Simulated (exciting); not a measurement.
# Nd (Im-3m) in exciting: runs at scaled volumes

Single points of Nd at other volumes, in PBEsol.

All numbers are computed with exciting (release sodium); they aren't measurements. Logs are shortened: lines on timing, memory, paths and dates and some standing lists are left out, and cuts for length are marked.

**1. The crystal as given**

It takes space group Im-3m (No. 229, cubic). Conventional cell: a = 4.151 Å, b = 4.151 Å, c = 4.151 Å, α = 90.00°, β = 90.00°, γ = 90.00°. Nd (site symmetry m-3m) has 8 Nd at 3.59 Å as nearest neighbours.

This isn't the form of Nd at room conditions, which is double hcp.

**2. Equation of state, PBEsol, collinear spin, ferromagnetic start, 33.62 Å³/atom (volume scaled by 0.94)**

input.xml reads:

```xml
<input>
  <title>Nd</title>
  <structure speciespath="./" tshift="false">
    <crystal scale="1">
      <basevect>-3.842005224924 3.842005224924 3.842005224924</basevect>
      <basevect>3.842005224924 -3.842005224924 3.842005224924</basevect>
      <basevect>3.842005224924 3.842005224924 -3.842005224924</basevect>
    </crystal>
    <species speciesfile="Nd.xml" rmt="2.3">
      <atom coord="0.000000000000 0.000000000000 0.000000000000" bfcmt="0 0 -8"/>
    </species>
  </structure>
  <groundstate do="fromscratch" ngridk="9 9 9" rgkmax="9.5" gmaxvr="14" lmaxapw="10" lmaxmat="10" lmaxvr="8" xctype="GGA_PBE_SOL" stype="Fermi Dirac" swidth="0.00183747" nempty="22" ValenceRelativity="iora*" epsengy="1e-05" epspot="1e-05" maxscl="90" outputlevel="normal">
    <spin reducebf="0.5"/>
  </groundstate>
</input>
```

Potentials or basis: all-electron LAPW+lo, shipped species files, valence relativity iora*.

Launch:

```sh
$ OMP_NUM_THREADS=1 exciting_smp
```

INFO.OUT:

```text
================================================================================
EXCITING SODIUM started
All units are atomic (Hartree, Bohr, etc.)
================================================================================

********************************************************************************
* Ground-state run starting from atomic densities                              *
********************************************************************************

++++++++++++++++++++++++++++++++++++++++++++++++++++++++++++++++++++++++++++++++
+ Starting initialization                                                      +
++++++++++++++++++++++++++++++++++++++++++++++++++++++++++++++++++++++++++++++++

 Lattice vectors (cartesian) :
     -3.8420052249      3.8420052249      3.8420052249
      3.8420052249     -3.8420052249      3.8420052249
      3.8420052249      3.8420052249     -3.8420052249

 Reciprocal lattice vectors (cartesian) :
     -0.0000000000      0.8176960909      0.8176960909
      0.8176960909     -0.0000000000      0.8176960909
      0.8176960909      0.8176960909     -0.0000000000

 Unit cell volume                           :     226.8474202522
 Brillouin zone volume                      :       1.0934672000

 Species :    1 (Nd)
     parameters loaded from                 :    Nd.xml
     name                                   :    neodymium
     nuclear charge                         :     -60.00000000
     electronic charge                      :      60.00000000
     atomic mass                            :  262933.43510000
     muffin-tin radius                      :       2.30000000
     # of radial points in muffin-tin       :     450

     atomic positions (lattice) :
       1 :   0.00000000  0.00000000  0.00000000

     magnetic fields (cartesian) :
       1 :   0.00000000  0.00000000 -8.00000000

 Total number of atoms per unit cell        :       1

 Spin treatment                             :    spin-polarised
 Global magnetic field (cartesian) :        0.00000000   0.00000000   0.00000000
 collinear magnetisation in z-direction

 Number of Bravais lattice symmetries       :      48
 Number of crystal symmetries               :      48

 k-point grid                               :       9    9    9
 Total number of k-points                   :      35
 k-point set is reduced with crystal symmetries

 R^MT_min * |G+k|_max (rgkmax)              :       9.50000000
 Species with R^MT_min                      :       1 (Nd)
 Maximum |G+k| for APW functions            :       4.13043478
 Maximum |G| for potential and density      :      14.00000000

 G-vector grid sizes                        :      30    30    30
 Total number of G-vectors                  :   10473

 Maximum angular momentum used for
     APW functions                          :      10
     computing H and O matrix elements      :      10
     potential and density                  :       8
     inner part of muffin-tin               :       2

 Total nuclear charge                       :     -60.00000000
 Total electronic charge                    :      60.00000000
 Total core charge                          :      46.00000000
 Total valence charge                       :      14.00000000

 Number of empty states                     :      22
 Total number of valence states             :      60

 Maximum Hamiltonian size                   :     296
 Maximum number of plane-waves              :     276
 Total number of local-orbitals             :      20

 Exchange-correlation type                  :      22
     PBEsol, Phys. Rev. Lett. 100, 136406 (2008)
     Generalised gradient approximation (GGA)

 Smearing scheme                            :    Fermi-Dirac
 Smearing width                             :       0.00183747

 Using multisecant Broyden potential mixing

++++++++++++++++++++++++++++++++++++++++++++++++++++++++++++++++++++++++++++++++
+ Ending initialization                                                        +
++++++++++++++++++++++++++++++++++++++++++++++++++++++++++++++++++++++++++++++++

********************************************************************************
* Groundstate module started                                                   *
********************************************************************************
 Output level for this task is set to normal

++++++++++++++++++++++++++++++++++++++++++++++++++++++++++++++++++++++++++++++++
+ Self-consistent loop started                                                 +
++++++++++++++++++++++++++++++++++++++++++++++++++++++++++++++++++++++++++++++++
 Density and potential initialised from atomic data

++++++++++++++++++++++++++++++++++++++++++++++++++++++++++++++++++++++++++++++++
+ SCF iteration number :    1                                                  +
++++++++++++++++++++++++++++++++++++++++++++++++++++++++++++++++++++++++++++++++
 Total energy                               :     -9500.48785304
 _______________________________________________________________
 Fermi energy                               :         0.41655006
 Kinetic energy                             :     10458.81588713
 Coulomb energy                             :    -19743.18710745
 Exchange energy                            :      -212.37591273
 Correlation energy                         :        -3.74071999
 No external B-field energy in total energy

 DOS at Fermi energy (states/Ha/cell)       :        29.69273626

 Electron charges :
     core                                   :        46.00000000
     core leakage                           :         0.00127643
     valence                                :        14.00000000
     interstitial                           :         5.54089445
     charge in muffin-tin spheres :
                  atom     1    Nd          :        54.45910555
     total charge in muffin-tins            :        54.45910555
     total charge                           :        60.00000000

 Moments :
     interstitial                           :         0.06687533
     moment in muffin-tin spheres :
                  atom     1    Nd          :         0.21917566
     total moment in muffin-tins            :         0.21917566
     total moment                           :         0.28605099
[... 295 lines left out ...]
 Electron charges :
     core                                   :        46.00000000
     core leakage                           :         0.00110051
     valence                                :        14.00000000
     interstitial                           :         3.25891931
     charge in muffin-tin spheres :
                  atom     1    Nd          :        56.74108069
     total charge in muffin-tins            :        56.74108069
     total charge                           :        60.00000000

 Moments :
     interstitial                           :         0.67457134
     moment in muffin-tin spheres :
                  atom     1    Nd          :         3.46590000
     total moment in muffin-tins            :         3.46590000
     total moment                           :         4.14047135

 RMS change in effective potential (target) :  0.340568E-02  ( 0.100000E-04)
 Absolute change in total energy   (target) :  0.407880      ( 0.100000E-04)
 Charge distance                   (target) :  0.114370E-02  ( 0.100000E-04)

++++++++++++++++++++++++++++++++++++++++++++++++++++++++++++++++++++++++++++++++
[... 21 further cycles ...]
+ SCF iteration number :   32                                                  +
++++++++++++++++++++++++++++++++++++++++++++++++++++++++++++++++++++++++++++++++
 Total energy                               :     -9626.54868475
 _______________________________________________________________
 Fermi energy                               :         0.33496881
 Kinetic energy                             :     10380.61380350
 Coulomb energy                             :    -19787.48158921
 Exchange energy                            :      -215.90646006
 Correlation energy                         :        -3.77443899
 No external B-field energy in total energy

 DOS at Fermi energy (states/Ha/cell)       :       209.94721234

 Electron charges :
     core                                   :        46.00000000
     core leakage                           :         0.00110173
     valence                                :        14.00000000
     interstitial                           :         3.27212012
     charge in muffin-tin spheres :
                  atom     1    Nd          :        56.72787988
     total charge in muffin-tins            :        56.72787988
     total charge                           :        60.00000000

 Moments :
     interstitial                           :         0.68043189
     moment in muffin-tin spheres :
                  atom     1    Nd          :         3.45128543
     total moment in muffin-tins            :         3.45128543
     total moment                           :         4.13171732

 RMS change in effective potential (target) :  0.878820E-07  ( 0.100000E-04)
 Absolute change in total energy   (target) :  0.121384E-04  ( 0.100000E-04)
 Charge distance                   (target) :  0.840660E-08  ( 0.100000E-04)
[... 295 lines left out ...]
 Electron charges :
     core                                   :        46.00000000
     core leakage                           :         0.00110173
     valence                                :        14.00000000
     interstitial                           :         3.27211996
     charge in muffin-tin spheres :
                  atom     1    Nd          :        56.72788004
     total charge in muffin-tins            :        56.72788004
     total charge                           :        60.00000000

 Moments :
     interstitial                           :         0.68043178
     moment in muffin-tin spheres :
                  atom     1    Nd          :         3.45128560
     total moment in muffin-tins            :         3.45128560
     total moment                           :         4.13171738

 RMS change in effective potential (target) :  0.505418E-07  ( 0.100000E-04)
 Absolute change in total energy   (target) :  0.702902E-05  ( 0.100000E-04)
 Charge distance                   (target) :  0.496265E-08  ( 0.100000E-04)

++++++++++++++++++++++++++++++++++++++++++++++++++++++++++++++++++++++++++++++++
| Convergency criteria checked for the last 2 iterations                       +
| Convergence targets achieved. Performing final SCF iteration                 +
++++++++++++++++++++++++++++++++++++++++++++++++++++++++++++++++++++++++++++++++
 Total energy                               :     -9626.54869392
 _______________________________________________________________
 Fermi energy                               :         0.33496880
 Kinetic energy                             :     10380.61379764
 Coulomb energy                             :    -19787.48159223
 Exchange energy                            :      -215.90646033
 Correlation energy                         :        -3.77443899
 No external B-field energy in total energy

 DOS at Fermi energy (states/Ha/cell)       :       209.94719542

 Electron charges :
     core                                   :        46.00000000
     core leakage                           :         0.00110173
     valence                                :        14.00000000
     interstitial                           :         3.27211994
     charge in muffin-tin spheres :
                  atom     1    Nd          :        56.72788006
     total charge in muffin-tins            :        56.72788006
     total charge                           :        60.00000000

 Moments :
     interstitial                           :         0.68043184
     moment in muffin-tin spheres :
                  atom     1    Nd          :         3.45128564
     total moment in muffin-tins            :         3.45128564
     total moment                           :         4.13171748

++++++++++++++++++++++++++++++++++++++++++++++++++++++++++++++++++++++++++++++++
+ Self-consistent loop stopped                                                 +
++++++++++++++++++++++++++++++++++++++++++++++++++++++++++++++++++++++++++++++++
 STATE.OUT is written

********************************************************************************
* Groundstate module stopped                                                   *
********************************************************************************

--------------------------------------------------------------------------------
- CAUTION! Warnings have been written in file WARNING.OUT !                    -
--------------------------------------------------------------------------------
================================================================================
| EXCITING SODIUM stopped                                                      =
================================================================================
```

Run time: 3.8 min. Hardware: 1 thread of Intel Xeon Platinum 8259CL at 2.50GHz (Skylake/Cascade Lake), shared host; peak memory 0.12 GiB.

What came out:

- Free energy: -261951.7993 eV
- Band gap on the k mesh: none (metal or under the smearing width)
- Net moment: 4.13 μB per cell
- Site moments: Nd +3.45 μB
- All electrons inside the program's atomic spheres: Nd 56.73 (radii Nd 2.3 bohr)

Caveat: the magnetic or orbital state may not be the lowest; the log's total energy holds no entropy term; the free energy is that total less TS from the occupations; spin-orbit coupling is left out, which moves the levels of the heavy elements.

**3. Equation of state, PBEsol, collinear spin, ferromagnetic start, 34.33 Å³/atom (volume scaled by 0.96)**

input.xml, as its differences from that of step 2:

```diff
@@ -4,5 +4,5 @@
     <crystal scale="1">
-      <basevect>-3.842005224924 3.842005224924 3.842005224924</basevect>
-      <basevect>3.842005224924 -3.842005224924 3.842005224924</basevect>
-      <basevect>3.842005224924 3.842005224924 -3.842005224924</basevect>
+      <basevect>-3.869062491195 3.869062491195 3.869062491195</basevect>
+      <basevect>3.869062491195 -3.869062491195 3.869062491195</basevect>
+      <basevect>3.869062491195 3.869062491195 -3.869062491195</basevect>
     </crystal>
```

Potentials or basis: all-electron LAPW+lo, shipped species files, valence relativity iora*.

Launch:

```sh
$ OMP_NUM_THREADS=1 exciting_smp
```

Wall time 4.8 min (1 thread of Intel Xeon Platinum 8259CL at 2.50GHz (Skylake/Cascade Lake), shared host); peak memory 0.12 GiB.

Results (log left out):

```yaml
Free_energy: -261951.7853 eV
Band_gap_on_the_k_mesh: none (metal or under the smearing width)
Net_moment: 4.13 μB per cell
Site_moments: Nd +3.45 μB
All_electrons_inside_the_program's_atomic_spheres: Nd 56.72 (radii Nd 2.3 bohr)
```

Caveat: the magnetic or orbital state may not be the lowest; the log's total energy holds no entropy term; the free energy is that total less TS from the occupations; spin-orbit coupling is left out, which moves the levels of the heavy elements.

**4. Equation of state, PBEsol, collinear spin, ferromagnetic start, 35.05 Å³/atom (volume scaled by 0.98)**

input.xml, as its differences from that of step 3:

```diff
@@ -4,5 +4,5 @@
     <crystal scale="1">
-      <basevect>-3.869062491195 3.869062491195 3.869062491195</basevect>
-      <basevect>3.869062491195 -3.869062491195 3.869062491195</basevect>
-      <basevect>3.869062491195 3.869062491195 -3.869062491195</basevect>
+      <basevect>-3.895746523895 3.895746523895 3.895746523895</basevect>
+      <basevect>3.895746523895 -3.895746523895 3.895746523895</basevect>
+      <basevect>3.895746523895 3.895746523895 -3.895746523895</basevect>
     </crystal>
```

Launch:

```sh
$ OMP_NUM_THREADS=1 exciting_smp
```

It took 2.5 min on 1 thread of Intel Xeon Platinum 8259CL at 2.50GHz (Skylake/Cascade Lake), shared host; peak memory 0.12 GiB.

Results (log left out):

```yaml
Free_energy: -261951.7684 eV
Band_gap_on_the_k_mesh: none (metal or under the smearing width)
Net_moment: 4.13 μB per cell
Site_moments: Nd +3.46 μB
All_electrons_inside_the_program's_atomic_spheres: Nd 56.72 (radii Nd 2.3 bohr)
```

Caveat: the magnetic or orbital state may not be the lowest; the log's total energy holds no entropy term; the free energy is that total less TS from the occupations; spin-orbit coupling is left out, which moves the levels of the heavy elements.

**5. Equation of state, PBEsol, collinear spin, ferromagnetic start, 35.76 Å³/atom**

input.xml, as its differences from that of step 4:

```diff
@@ -4,5 +4,5 @@
     <crystal scale="1">
-      <basevect>-3.895746523895 3.895746523895 3.895746523895</basevect>
-      <basevect>3.895746523895 -3.895746523895 3.895746523895</basevect>
-      <basevect>3.895746523895 3.895746523895 -3.895746523895</basevect>
+      <basevect>-3.922069934112 3.922069934112 3.922069934112</basevect>
+      <basevect>3.922069934112 -3.922069934112 3.922069934112</basevect>
+      <basevect>3.922069934112 3.922069934112 -3.922069934112</basevect>
     </crystal>
```

Launch:

```sh
$ OMP_NUM_THREADS=1 exciting_smp
```

Run time: 2.9 min. Hardware: 1 thread of Intel Xeon Platinum 8259CL at 2.50GHz (Skylake/Cascade Lake), shared host; peak memory 0.12 GiB.

The run converged. Its results:

* Free energy: -261951.7568 eV
* Band gap on the k mesh: none (metal or under the smearing width)
* Net moment: 4.14 μB per cell
* Site moments: Nd +3.46 μB
* All electrons inside the program's atomic spheres: Nd 56.72 (radii Nd 2.3 bohr)

Caveat: the magnetic or orbital state may not be the lowest; the log's total energy holds no entropy term; the free energy is that total less TS from the occupations; spin-orbit coupling is left out, which moves the levels of the heavy elements.

(Continued in part 2 of 2.)
